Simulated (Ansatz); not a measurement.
## Residual resistivity of an alloy: Ta(100) with 4 layers of random Ta-Ti, 2x2

How strongly does chemical disorder scatter in Ta(100) with 4 layers of random Ta-Ti, 2x2?

Calculated with Ansatz 0.2.0; Ansatz plane-wave DFT, PBE, PAW files; ballistic transport by layer matching (Landauer), zero bias; PAW set soft_1.

## Step 1: The starting structure

The cell holds 56 atoms: 48 Ta and 8 Ti. Cell: a = 6.605 Å, b = 6.605 Å, c = 23.118 Å, α = 90.0°, β = 90.0°, γ = 90.0°. It derives from Ta. Regions: lead, 40 atoms (40 Ta); scattering region, 16 atoms (8 Ti and 8 Ta). The structure is stacked along c, and the current runs across the ab planes.

## Step 2: With 4 alloy layers

In 4 layers a share of 0.5 of the sites is given to Ti at random. The layers about the cell's end stay perfect and serve as the lead. Disorder leaves little or no symmetry, which makes such runs dear. Energies from -0.05 to 0.05 eV in steps of 0.05 eV are too few for the program's thermal sum, so it prints no conductance; for a metal the transmission near the Fermi level serves, at a fraction of the cost.

File input.yaml:

```yaml
crystal:
  lattice:
    - [6.60512, 0.0, 0.0]
    - [0.0, 6.60512, 0.0]
    - [0.0, 0.0, 23.11792]
  atoms:
    - { symbol: Ta, position: [0.0, 0.0, 0.0357142857] }
    - { symbol: Ta, position: [0.0, 0.5, 0.0357142857] }
    - { symbol: Ta, position: [0.5, 0.0, 0.0357142857] }
    - { symbol: Ta, position: [0.5, 0.5, 0.0357142857] }
    - { symbol: Ta, position: [0.25, 0.25, 0.1071428571] }
    - { symbol: Ta, position: [0.25, 0.75, 0.1071428571] }
    - { symbol: Ta, position: [0.75, 0.25, 0.1071428571] }
    - { symbol: Ta, position: [0.75, 0.75, 0.1071428571] }
    - { symbol: Ta, position: [0.0, 0.0, 0.1785714286] }
    - { symbol: Ta, position: [0.0, 0.5, 0.1785714286] }
    - { symbol: Ta, position: [0.5, 0.0, 0.1785714286] }
    - { symbol: Ta, position: [0.5, 0.5, 0.1785714286] }
    - { symbol: Ta, position: [0.25, 0.25, 0.25] }
    - { symbol: Ta, position: [0.25, 0.75, 0.25] }
    - { symbol: Ta, position: [0.75, 0.25, 0.25] }
    - { symbol: Ta, position: [0.75, 0.75, 0.25] }
    - { symbol: Ta, position: [0.0, 0.0, 0.3214285714] }
    - { symbol: Ta, position: [0.0, 0.5, 0.3214285714] }
    - { symbol: Ta, position: [0.5, 0.0, 0.3214285714] }
    - { symbol: Ta, position: [0.5, 0.5, 0.3214285714] }
    - { symbol: Ti, position: [0.25, 0.25, 0.3928571429] }
    - { symbol: Ta, position: [0.25, 0.75, 0.3928571429] }
    - { symbol: Ta, position: [0.75, 0.25, 0.3928571429] }
    - { symbol: Ta, position: [0.75, 0.75, 0.3928571429] }
    - { symbol: Ti, position: [0.0, 0.0, 0.4642857143] }
    - { symbol: Ta, position: [0.0, 0.5, 0.4642857143] }
    - { symbol: Ti, position: [0.5, 0.0, 0.4642857143] }
    - { symbol: Ti, position: [0.5, 0.5, 0.4642857143] }
    - { symbol: Ti, position: [0.25, 0.25, 0.5357142857] }
    - { symbol: Ta, position: [0.25, 0.75, 0.5357142857] }
    - { symbol: Ta, position: [0.75, 0.25, 0.5357142857] }
    - { symbol: Ta, position: [0.75, 0.75, 0.5357142857] }
    - { symbol: Ti, position: [0.0, 0.0, 0.6071428571] }
    - { symbol: Ti, position: [0.0, 0.5, 0.6071428571] }
    - { symbol: Ta, position: [0.5, 0.0, 0.6071428571] }
    - { symbol: Ti, position: [0.5, 0.5, 0.6071428571] }
    - { symbol: Ta, position: [0.25, 0.25, 0.6785714286] }
    - { symbol: Ta, position: [0.25, 0.75, 0.6785714286] }
    - { symbol: Ta, position: [0.75, 0.25, 0.6785714286] }
    - { symbol: Ta, position: [0.75, 0.75, 0.6785714286] }
    - { symbol: Ta, position: [0.0, 0.0, 0.75] }
    - { symbol: Ta, position: [0.0, 0.5, 0.75] }
    - { symbol: Ta, position: [0.5, 0.0, 0.75] }
    - { symbol: Ta, position: [0.5, 0.5, 0.75] }
    - { symbol: Ta, position: [0.25, 0.25, 0.8214285714] }
    - { symbol: Ta, position: [0.25, 0.75, 0.8214285714] }
    - { symbol: Ta, position: [0.75, 0.25, 0.8214285714] }
    - { symbol: Ta, position: [0.75, 0.75, 0.8214285714] }
    - { symbol: Ta, position: [0.0, 0.0, 0.8928571429] }
    - { symbol: Ta, position: [0.0, 0.5, 0.8928571429] }
    - { symbol: Ta, position: [0.5, 0.0, 0.8928571429] }
    - { symbol: Ta, position: [0.5, 0.5, 0.8928571429] }
    - { symbol: Ta, position: [0.25, 0.25, 0.9642857143] }
    - { symbol: Ta, position: [0.25, 0.75, 0.9642857143] }
    - { symbol: Ta, position: [0.75, 0.25, 0.9642857143] }
    - { symbol: Ta, position: [0.75, 0.75, 0.9642857143] }
kpoints:
  mp_grid: { grid: [4, 4, 1] }
hamiltonian:
  xc: pbe
  pseudopotentials: { kind: paw, azcp: { folder: soft_1 } }
scf:
  occupations: { method: fermi_dirac, width: 0.1 }
output:
  transmission: { leads: [[0, 4]], kmesh: [8, 8], e_range: [-0.05, 0.05], de: 0.05 }
  write_potential: true
  write_density: true
  volumetric_format: npy
```

The run is started by

```bash
> ansatz run input.yaml --threads 4 --pin off --max-ram 15360MiB --backend cpu --events-out ev --progress --plain --runs-dir out
```

Numbers of over 12 decimals in the logs are rounded to 6 here.

Log:

```text
Engine: ansatz 0.2.0, aarch64-unknown-linux-gnu
Pseudopotentials: kind: paw
Pseudopotential: Ta, paw, valence charge 13, recommended cutoff 420 eV (normal), soft_1/Ta.paw.azcp
Pseudopotential: Ti, paw, valence charge 12, recommended cutoff 420 eV (normal), soft_1/Ti.paw.azcp
Functional definition: PBE
  parameter kappa = 0.804
  parameter beta = 0.066725
  exchange = pbe_x(kappa = kappa, mu = beta*pi^2/3)
  correlation = pbe_c(beta = beta)
Crystal: 56 atoms, lattice volume = 1008.580 Å³
Basis set: ecut = 420 eV, 19677 PW (Γ)
Bands: 432, of which v1, the nominal top of the filled ones, is band 360 counted from 1 (359 counted from 0)
Symmetry: 2 space group operations
Space group: Cm (ITA 8), of the structure as read, at distance tolerance 1.0e-4 Å
k-points: 7 of 16 (time reversal used)
Non-local potential: Ta, projectors of the file, l = 0: 3, l = 1: 2, l = 2: 2, l = 3: 1
Non-local potential: Ti, projectors of the file, l = 0: 3, l = 1: 2, l = 2: 3, l = 3: 1
PAW form: soft (Blöchl's): semilocal exchange-correlation on the pseudo side does not see the compensation charge
PAW one-centre angular grid: Ta, 590 points (default); XC on 64 Gauss nodes
PAW one-centre angular grid: Ti, 590 points (default); XC on 64 Gauss nodes
Initial density: superposition of atomic densities (chi_scale 0.1, normalization cell, long waves kept (reshape's long-wave potential 0.45 eV rms))
Initial wavefunctions: pseudopotential atomic-orbital guess
Functional: x = pbe(κ = 0.804, μ = 0.219515), c = pbe(β = 0.066725)
SCF iter   1: F=—  HF=-496806.725396 eV  |F-HF|=—  |Δ(HF+E_count)|=         —  Δρ=6.26e-2  dr2=1.14e3  ethr=3.10e-3  ⟨swp⟩=6.1  Hψ=12324  notcnv=0
preconditioner: auto → Kerker (q_TF=auto, 2.579 Å⁻¹)  [metal: Δε(μ)=0.004 eV  Ē_g=4.033 eV  σ=0.100 eV  W_gap=0.01  n_scr=294 (ndim 8)  ℏωp=19.3 eV  f_vac=0.000  D(μ)=65.40/eV (n_scr^D=668)]
SCF iter   2: F=—  HF=-496796.144709 eV  |F-HF|=—  |Δ(HF+E_count)|=    1.06e1  Δρ=3.23e-2  dr2=2.59e2  ethr=3.10e-3  ⟨swp⟩=3.0  Hψ=3995  notcnv=0  defer=42
SCF iter   3: F=—  HF=-496792.762171 eV  |F-HF|=—  |Δ(HF+E_count)|=    3.38e0  Δρ=1.15e-2  dr2=3.37e1  ethr=3.10e-3  ⟨swp⟩=3.7  Hψ=6899  notcnv=0  defer=48
SCF iter   4: F=—  HF=-496792.567390 eV  |F-HF|=—  |Δ(HF+E_count)|=   1.95e-1  Δρ=4.88e-3  dr2=7.34e0  ethr=3.10e-3  ⟨swp⟩=2.1  Hψ=3276  notcnv=0  defer=48
SCF iter   5: F=—  HF=-496792.526680 eV  |F-HF|=—  |Δ(HF+E_count)|=   4.07e-2  Δρ=2.53e-3  dr2=2.79e0  ethr=1.02e-3  ⟨swp⟩=2.4  Hψ=3269  notcnv=0  defer=26
SCF iter   6: F=—  HF=-496792.510408 eV  |F-HF|=—  |Δ(HF+E_count)|=   1.63e-2  Δρ=1.04e-3  dr2=3.98e-1  ethr=3.87e-4  ⟨swp⟩=1.0  Hψ=3067  notcnv=0  defer=26
SCF iter   7: F=—  HF=-496792.507716 eV  |F-HF|=—  |Δ(HF+E_count)|=   2.69e-3  Δρ=1.94e-4  dr2=1.30e-2  ethr=5.53e-5  ⟨swp⟩=1.0  Hψ=2998  notcnv=0  defer=26
SCF iter   8: F=—  HF=-496792.507616 eV  |F-HF|=—  |Δ(HF+E_count)|=   9.98e-5  Δρ=1.42e-5  dr2=1.24e-5  ethr=1.80e-6  ⟨swp⟩=1.0  Hψ=3066  notcnv=0  defer=26
SCF iter   9: F=—  HF=-496792.506996 eV  |F-HF|=—  |Δ(HF+E_count)|=   6.20e-4  Δρ=3.62e-6  dr2=2.36e-6  ethr=1.72e-9  ⟨swp⟩=2.0  Hψ=3837  notcnv=0  defer=26
SCF iter  10: F=-496792.506996 eV  HF=-496792.506996 eV  |F-HF|=3.09e-9  |Δ(HF+E_count)|=   2.05e-8  Δρ=6.36e-7  dr2=4.34e-9  ethr=1.39e-11  ⟨swp⟩=11.0  Hψ=8916  notcnv=0
SCF 1 converged in 10 iterations: F = -496792.506996 eV  dr2 = 4.34e-9
  greatest PAW one-centre occupation: 0.999 electrons in one spin orbital (limit 2), on the Ta atom at site 49 (counted from 0), in its partial waves of l = 0
transmission: 90 of 882 steps passed
transmission: 180 of 882 steps passed
[...]
transmission: 882 of 882 steps passed
SCF converged after 10 iterations
Free energy (F): -496792.506996 eV
Harris-Foulkes:  -496792.506996 eV  (|F-HF|=3.09e-9)
Internal energy: -496789.787545 eV  (E = F + TS)
E sigma→0 (E₀):  -496791.147270 eV
Entropy (-TS):   -2.719452 eV (-48.562 meV/atom)
Fermi energy:    17.656549 eV
--- Per-component energies (eV) ---
  E_band       = -6402.975569
  E_kinetic    = 21130.495432
  E_local      = -33676.353082  (includes V_loc(G=0)·N_el)
  E_nonlocal   = -43.943017
  E_hartree    = 12448.572673
  E_xc         = -16346.593669
  E_vxc        = -12374.825662  (∫ρ·V_xc dr)
  E_paw        = -406958.762678  (= ΣΔE_a)
  E_vpaw       = -6335.496200  (= ΣTr[D̂ρ^β])
  E_aug_tail   = 0.004068  (compensation charges beyond the density's cutoff)
  E_ewald      = -73343.207272
  E_smearing   = -2.719452  (= −TS)
  E_closure    = 0.000000  (closes the sum)
  Σ components = -496792.506996   (vs F -496792.506996, Δ=0.00e0)
--- Band table (eV; the first three rows and the last of 7) ---
  k-point 0: bands = [... 356 lower, 18.3010, 18.3084, 18.3084, 18.3557, 18.3557, 18.3664, 18.3696, 18.4179, ... 68 higher]
  k-point 1: bands = [... 356 lower, 17.9078, 17.9353, 17.9836, 18.0214, 18.0244, 18.0493, 18.0530, 18.0615, ... 68 higher]
  k-point 2: bands = [... 356 lower, 17.5439, 17.5783, 17.5967, 17.6129, 17.6314, 17.6494, 17.6745, 17.7122, ... 68 higher]
  k-point 6: bands = [... 356 lower, 17.1202, 17.1277, 17.1428, 17.1502, 17.1585, 17.1704, 17.1716, 17.1759, ... 68 higher]
--- Transmission ---
  basis      : 377 plane waves across, 42 finite elements along
  points     : 21, standing for a mesh of 8 x 8
  energies   : 3 from -0.050000 to 0.050000 eV about the Fermi level, 0.050000 eV apart; the leads are filled to 0.000000 eV, and channels, transmission and decay are at 0.000000 eV
  crystal 0  : Ta4, at the sites [0, 4], period 1.6513 Å, over 16.51 Å; its Hamiltonian steps by up to 5.5 meV
    offset         : up to 0.0000 Å between an atom of the period and one for which it stands
    channels       : 1.048438e1 a spin
    conductance    : none, the energies end too early or step too widely for 300 K: set another output.transmission.e_range or a lower de, or, where they end at an eighth of basis.ecutwfc, a higher one
  junction   : crystal 0 to crystal 0, 0.70 to 22.16 Å
    transmission   : 7.139346e0 a spin
    conductance    : none, the energies end too early or step too widely for 300 K: set another output.transmission.e_range or a lower de, or, where they end at an eighth of basis.ecutwfc, a higher one
```

Wall time 10 min (4 threads of Arm Neoverse V2, shared host); peak memory 8 GiB; 34 min of CPU time.

This step gave:

```
free energy                                    : -496792.5070 eV
energy at zero smearing                        : -496791.1473 eV
Fermi energy                                   : 17.66 eV
cell area                                      : 43.63 Å²
transmission per spin nearest the Fermi level  : 7.139
open channels per spin nearest the Fermi level : 10.48
step of the lead's potential                   : 5.5 meV
```

Per spin. Transmission, zone mean against energy, zero at the Fermi level:

| energy (eV) | transmission, zone mean |
| --- | --- |
| -0.0500 | 7.01 |
| 0.0000 | 7.14 |
| 0.0500 | 7.17 |

Per spin. Table of open channels, zone mean, lead by energy, zero at the Fermi level:

| energy (eV) | open channels, zone mean, lead |
| --- | --- |
| -0.0500 | 10.3 |
| 0.0000 | 10.5 |
| 0.0500 | 10.2 |

Transmission over k1 and k2. At 0.0000 eV from the Fermi level.

Ten even steps from '_' (2.2) to '@' (10.5):
```
..__==****++==__
..==@@@@@@@@@@==
==**@@@@%%@@@@++
==**@@%%@@%%@@**
==++@@@@%%@@@@**
..==@@@@@@@@@@==
..__==++****==__
__....======....
```
Columns: k1 (b1) from -0.5 to 0.375; rows upwards: k2 (b2) from -0.5 to 0.375.

Open channels over k1 and k2. At 0.0000 eV from the Fermi level.

Ten even steps from '0' (4.0) to '9' (14.0):
```
20588850
45999995
68977798
68977798
68977798
45999995
20588850
02466642
```
Columns: k1 (b1) from -0.5 to 0.375; rows upwards: k2 (b2) from -0.5 to 0.375.

Over the solved energies the transmission per spin lies between 7.01 and 7.17, out of 10.3 channels of the lead on average (up to 10.5).

## Step 3: With 8 alloy layers

In 8 layers a share of 0.5 of the sites is given to Ti at random. A fresh draw is used; the growth of the resistance with length is what counts.

System of this step: Ta(100) with 8 layers of random Ta-Ti, 2x2. The cell holds 72 atoms: 56 Ta and 16 Ti. Cell: a = 6.605 Å, b = 6.605 Å, c = 29.723 Å, α = 90.0°, β = 90.0°, γ = 90.0°. It derives from Ta. Regions: lead, 40 atoms (40 Ta); scattering region, 32 atoms (16 Ta and 16 Ti). The structure is stacked along c, and the current runs across the ab planes.

File input.yaml:

```yaml
crystal:
  lattice:
    - [6.60512, 0.0, 0.0]
    - [0.0, 6.60512, 0.0]
    - [0.0, 0.0, 29.72304]
  atoms:
    - { symbol: Ta, position: [0.0, 0.0, 0.0277777778] }
    - { symbol: Ta, position: [0.0, 0.5, 0.0277777778] }
    - { symbol: Ta, position: [0.5, 0.0, 0.0277777778] }
    - { symbol: Ta, position: [0.5, 0.5, 0.0277777778] }
    - { symbol: Ta, position: [0.25, 0.25, 0.0833333333] }
    - { symbol: Ta, position: [0.25, 0.75, 0.0833333333] }
    - { symbol: Ta, position: [0.75, 0.25, 0.0833333333] }
    - { symbol: Ta, position: [0.75, 0.75, 0.0833333333] }
    - { symbol: Ta, position: [0.0, 0.0, 0.1388888889] }
    - { symbol: Ta, position: [0.0, 0.5, 0.1388888889] }
    - { symbol: Ta, position: [0.5, 0.0, 0.1388888889] }
    - { symbol: Ta, position: [0.5, 0.5, 0.1388888889] }
    - { symbol: Ta, position: [0.25, 0.25, 0.1944444444] }
    - { symbol: Ta, position: [0.25, 0.75, 0.1944444444] }
    - { symbol: Ta, position: [0.75, 0.25, 0.1944444444] }
    - { symbol: Ta, position: [0.75, 0.75, 0.1944444444] }
    - { symbol: Ta, position: [0.0, 0.0, 0.25] }
    - { symbol: Ta, position: [0.0, 0.5, 0.25] }
    - { symbol: Ta, position: [0.5, 0.0, 0.25] }
    - { symbol: Ta, position: [0.5, 0.5, 0.25] }
    - { symbol: Ta, position: [0.25, 0.25, 0.3055555556] }
    - { symbol: Ta, position: [0.25, 0.75, 0.3055555556] }
    - { symbol: Ta, position: [0.75, 0.25, 0.3055555556] }
    - { symbol: Ti, position: [0.75, 0.75, 0.3055555556] }
    - { symbol: Ti, position: [0.0, 0.0, 0.3611111111] }
    - { symbol: Ta, position: [0.0, 0.5, 0.3611111111] }
    - { symbol: Ti, position: [0.5, 0.0, 0.3611111111] }
    - { symbol: Ta, position: [0.5, 0.5, 0.3611111111] }
    - { symbol: Ti, position: [0.25, 0.25, 0.4166666667] }
    - { symbol: Ti, position: [0.25, 0.75, 0.4166666667] }
    - { symbol: Ta, position: [0.75, 0.25, 0.4166666667] }
    - { symbol: Ti, position: [0.75, 0.75, 0.4166666667] }
    - { symbol: Ta, position: [0.0, 0.0, 0.4722222222] }
    - { symbol: Ta, position: [0.0, 0.5, 0.4722222222] }
    - { symbol: Ta, position: [0.5, 0.0, 0.4722222222] }
    - { symbol: Ti, position: [0.5, 0.5, 0.4722222222] }
    - { symbol: Ti, position: [0.25, 0.25, 0.5277777778] }
    - { symbol: Ti, position: [0.25, 0.75, 0.5277777778] }
    - { symbol: Ti, position: [0.75, 0.25, 0.5277777778] }
    - { symbol: Ti, position: [0.75, 0.75, 0.5277777778] }
    - { symbol: Ta, position: [0.0, 0.0, 0.5833333333] }
    - { symbol: Ta, position: [0.0, 0.5, 0.5833333333] }
    - { symbol: Ti, position: [0.5, 0.0, 0.5833333333] }
    - { symbol: Ti, position: [0.5, 0.5, 0.5833333333] }
    - { symbol: Ti, position: [0.25, 0.25, 0.6388888889] }
    - { symbol: Ta, position: [0.25, 0.75, 0.6388888889] }
    - { symbol: Ta, position: [0.75, 0.25, 0.6388888889] }
    - { symbol: Ta, position: [0.75, 0.75, 0.6388888889] }
    - { symbol: Ta, position: [0.0, 0.0, 0.6944444444] }
    - { symbol: Ta, position: [0.0, 0.5, 0.6944444444] }
    - { symbol: Ti, position: [0.5, 0.0, 0.6944444444] }
    - { symbol: Ti, position: [0.5, 0.5, 0.6944444444] }
    - { symbol: Ta, position: [0.25, 0.25, 0.75] }
    - { symbol: Ta, position: [0.25, 0.75, 0.75] }
    - { symbol: Ta, position: [0.75, 0.25, 0.75] }
    - { symbol: Ta, position: [0.75, 0.75, 0.75] }
    - { symbol: Ta, position: [0.0, 0.0, 0.8055555556] }
    - { symbol: Ta, position: [0.0, 0.5, 0.8055555556] }
    - { symbol: Ta, position: [0.5, 0.0, 0.8055555556] }
    - { symbol: Ta, position: [0.5, 0.5, 0.8055555556] }
    - { symbol: Ta, position: [0.25, 0.25, 0.8611111111] }
    - { symbol: Ta, position: [0.25, 0.75, 0.8611111111] }
    - { symbol: Ta, position: [0.75, 0.25, 0.8611111111] }
    - { symbol: Ta, position: [0.75, 0.75, 0.8611111111] }
    - { symbol: Ta, position: [0.0, 0.0, 0.9166666667] }
    - { symbol: Ta, position: [0.0, 0.5, 0.9166666667] }
    - { symbol: Ta, position: [0.5, 0.0, 0.9166666667] }
    - { symbol: Ta, position: [0.5, 0.5, 0.9166666667] }
    - { symbol: Ta, position: [0.25, 0.25, 0.9722222222] }
    - { symbol: Ta, position: [0.25, 0.75, 0.9722222222] }
    - { symbol: Ta, position: [0.75, 0.25, 0.9722222222] }
    - { symbol: Ta, position: [0.75, 0.75, 0.9722222222] }
kpoints:
  mp_grid: { grid: [4, 4, 1] }
hamiltonian:
  xc: pbe
  pseudopotentials: { kind: paw, azcp: { folder: soft_1 } }
scf:
  occupations: { method: fermi_dirac, width: 0.1 }
output:
  transmission: { leads: [[0, 4]], kmesh: [8, 8], e_range: [-0.05, 0.05], de: 0.05 }
  write_potential: true
  write_density: true
  volumetric_format: npy
```

Log:

```text
[...]
Crystal: 72 atoms, lattice volume = 1296.745 Å³
Basis set: ecut = 420 eV, 25307 PW (Γ)
Bands: 552, of which v1, the nominal top of the filled ones, is band 460 counted from 1 (459 counted from 0)
Symmetry: 1 space group operations
[...]
k-points: 10 of 16 (time reversal used)
[...]
SCF iter   1: F=—  HF=-596304.801859 eV  |F-HF|=—  |Δ(HF+E_count)|=         —  Δρ=8.98e-2  dr2=7.96e3  ethr=3.10e-3  ⟨swp⟩=6.9  Hψ=23908  notcnv=0
[...]
SCF iter  13: F=-596254.972312 eV  HF=-596254.972312 eV  |F-HF|=5.82e-10  |Δ(HF+E_count)|=  3.49e-10  Δρ=5.02e-8  dr2=2.67e-10  ethr=9.05e-12  ⟨swp⟩=1.0  Hψ=11200  notcnv=0
SCF 1 converged in 13 iterations: F = -596254.972312 eV  dr2 = 2.67e-10
[...]
transmission: 186 of 1802 steps passed
transmission: 363 of 1802 steps passed
[...]
transmission: 1802 of 1802 steps passed
SCF converged after 13 iterations
Free energy (F): -596254.972312 eV
[...]
Internal energy: -596251.292409 eV  (E = F + TS)
E sigma→0 (E₀):  -596253.132360 eV
Entropy (-TS):   -3.679904 eV (-51.110 meV/atom)
Fermi energy:    17.183080 eV
[...]
--- Band table (eV; the first three rows and the last of 10) ---
  k-point 0: bands = [... 456 lower, 17.8185, 17.8263, 17.8281, 17.8291, 17.8312, 17.8470, 17.8582, 17.8651, ... 88 higher]
  k-point 1: bands = [... 456 lower, 17.4525, 17.4639, 17.4986, 17.5127, 17.5180, 17.5301, 17.5677, 17.5762, ... 88 higher]
  k-point 2: bands = [... 456 lower, 17.0755, 17.0870, 17.0900, 17.1072, 17.1223, 17.1322, 17.1694, 17.1850, ... 88 higher]
  k-point 9: bands = [... 456 lower, 16.6224, 16.6292, 16.6542, 16.6741, 16.6835, 16.6983, 16.7195, 16.7403, ... 88 higher]
--- Transmission ---
  basis      : 377 plane waves across, 53 finite elements along
  points     : 34, standing for a mesh of 8 x 8
[...]
channels       : 1.048438e1 a spin
[...]
junction   : crystal 0 to crystal 0, 0.70 to 28.77 Å
    transmission   : 6.214053e0 a spin
[...]
```

Elapsed: 26 min, on 4 threads; peak memory 8.2 GiB.

Numbers from this step:

- free energy: -596254.9723 eV
- energy at zero smearing: -596253.1324 eV
- Fermi energy: 17.18 eV
- transmission per spin nearest the Fermi level: 6.214
- step of the lead's potential: 4.7 meV

Per spin. Transmission, zone mean against energy, zero at the Fermi level:

| energy (eV) | transmission, zone mean |
| --- | --- |
| -0.0500 | 6.13 |
| 0.0000 | 6.21 |
| 0.0500 | 6.22 |

Over the solved energies the transmission per spin lies between 6.13 and 6.22, out of 10.3 channels of the lead on average (up to 10.5).

(Part 1 of 2 ends here.)

[Logs are printed without paths, hosts, clocks, repeated set-up lines and the standing remarks that a program may print on its own settings, such as how far it seeks lower states.]

[Hosts, paths, dates, database ids (printed as entryN), source tags and the programs' standing remarks are cut or masked in the printed files.]
